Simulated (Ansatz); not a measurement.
# Cu: the cost of one run

Computed with Ansatz 0.2.0 (DFT PBEsol, scalar-relativistic, plane waves, PAW, unless a step's input says otherwise).

2 further runs of the same task are left out: 2 set aside as unsound or not needed. Runs told in other sessions of the task aren't counted.

## 1. The structure to begin with

It takes space group I4/mmm (No. 139, tetragonal). Conventional cell: a = 2.890 Å, b = 2.890 Å, c = 2.720 Å, α = 90.00°, β = 90.00°, γ = 90.00°. Around Cu (site symmetry 4/mmm) lie 10 Cu at 2.45 to 2.72 Å.

Structure file:

```cif
data_structure
_symmetry_space_group_name_H-M 'I4/mmm'
_symmetry_Int_Tables_number 139
_cell_length_a 2.8902
_cell_length_b 2.8902
_cell_length_c 2.7200
_cell_angle_alpha 90.000
_cell_angle_beta 90.000
_cell_angle_gamma 90.000
_cell_volume 22.72
loop_
_atom_site_label
_atom_site_type_symbol
_atom_site_symmetry_multiplicity
_atom_site_Wyckoff_symbol
_atom_site_fract_x
_atom_site_fract_y
_atom_site_fract_z
_atom_site_occupancy
Cu1 Cu 2 a 0.00000 0.00000 0.00000 1
```

It goes back to an entry of the Materials Project, which need not be the stable form.

It is the result of an earlier relaxation at this level (volume 11.36 Å³/atom; gap on the mesh: none (metal)).

## 2. The reference: the undisturbed cell on the scan's mesh

input.yaml

```yaml
crystal:
  lattice:
    - [-1.4450917296, 1.4450917296, 1.3600071991]
    - [1.4450917296, -1.4450917296, 1.3600071991]
    - [1.4450917296, 1.4450917296, -1.3600071991]
  atoms:
    - { symbol: Cu, position: [0.0, 0.0, 0.0] }
basis:
  ecutwfc: 420
kpoints:
  mp_grid: { grid: [30, 30, 30] }
hamiltonian:
  xc: pbesol
scf:
  occupations: { method: gaussian, width: 0.15 }
output:
  forces: true
  stress: true
  eigenvalues: true
  write_density: true
  write_potential: true
  elf: true
  volumetric_format: npy
```

Command:

```sh
ansatz run input.yaml --threads 1 --pin off --max-ram 2560MiB --backend cpu --events-out ev --progress --plain --runs-dir out
```

What time and memory should one allow on 1 thread of Arm Neoverse V1, shared host?

About 26 s, with a peak of 0.57 GiB.
